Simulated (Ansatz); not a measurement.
# PbO2 in Ansatz: the effect of pseudo set

PbO2:

```
CELL_PARAMETERS angstrom
4.99496 0.00000 0.00000
0.00000 4.99496 0.00000
0.00000 0.00000 3.40900
ATOMIC_POSITIONS crystal
Pb 0.50000 0.50000 0.50000
Pb 0.00000 0.00000 0.00000
O 0.69257 0.69257 0.00000
O 0.80743 0.19257 0.50000
O 0.19257 0.80743 0.50000
O 0.30743 0.30743 0.00000
```

The cell is a database's computed one.

Alike in all runs:

- Program: Ansatz 0.2.0
- Task: band structure
- Functional: PBE
- k mesh: 6 × 6 × 8
- Occupations: fermi-dirac, width 0.05 eV
- Spin: no spin polarisation

```csv
pseudo set,cutoff,pressure (GPa)
Ansatz PAW,420 eV (not typed: the program's choice for these potentials),5.7
Ansatz PAW accurate,900 eV,5.8
SSSP efficiency PAW,680 eV,?
JTH PAW,1800 eV (not typed: the program's choice for these potentials),6.3
SPMS NC,1034 eV (not typed: the program's choice for these potentials),4.5
PseudoDojo standard,1143 eV,5.3
PseudoDojo stringent,1252 eV,5.4
Ansatz PAW earlier set,930 eV (not typed: the program's choice for these potentials),5.8
Ansatz NC,1240 eV (not typed: the program's choice for these potentials),5.8
```

**Question.** What does the run with pseudo set SSSP efficiency PAW give?

**Answer.** Pressure 7.1 GPa.

The runs don't all hold the same shells in valence.
